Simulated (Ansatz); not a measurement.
# Se: the cost of one run

Program: Ansatz 0.2.0. Level of theory: DFT PBE, scalar-relativistic, plane waves, PAW. These are calculated values, not measurements.

## Step 1: The starting structure

The structure is cubic, space group Fd-3m (No. 227). The conventional cell has a = 6.251 Å, b = 6.251 Å, c = 6.251 Å, α = 90.00°, β = 90.00°, γ = 90.00°. Around Se (site symmetry -43m) lie 4 Se at 2.71 Å.

Structure file:

```xyz
2
Lattice="0.0000 3.1256 3.1256 3.1256 0.0000 3.1256 3.1256 3.1256 0.0000" Properties=species:S:1:pos:R:3 pbc="T T T"
Se    3.1256    3.1256    3.1256
Se    4.6883    4.6883    4.6883
```

The structure comes from the Materials Project (structure only).

## Step 2: One atom moved

What differs from the listed cell: atom 1 (Se) moved by 0.09 Å.

Contents of input.yaml:

```yaml
crystal:
  lattice:
    - [0.0, 3.12556657, 3.12556657]
    - [3.12556657, 0.0, 3.12556657]
    - [3.12556657, 3.12556657, 0.0]
  atoms:
    - { symbol: Se, position: [0.4800260213, 0.5022683887, 0.5204346951] }
    - { symbol: Se, position: [0.75, 0.75, 0.75] }
basis:
  ecutwfc: 420
kpoints:
  mp_grid: { grid: [10, 10, 10] }
hamiltonian:
  xc: pbe
scf:
  occupations: { method: gaussian, width: 0.1 }
output:
  forces: true
  stress: true
  eigenvalues: true
```

Launch:

```console
$ ansatz run input.yaml --threads 1 --pin off --max-ram 1331MiB --backend cpu --events-out ev --progress --plain --runs-dir out
```

What time and memory should one allow on 1 thread of an x86-64 CPU, shared host?

About 24 s, with a peak of 0.75 GiB.
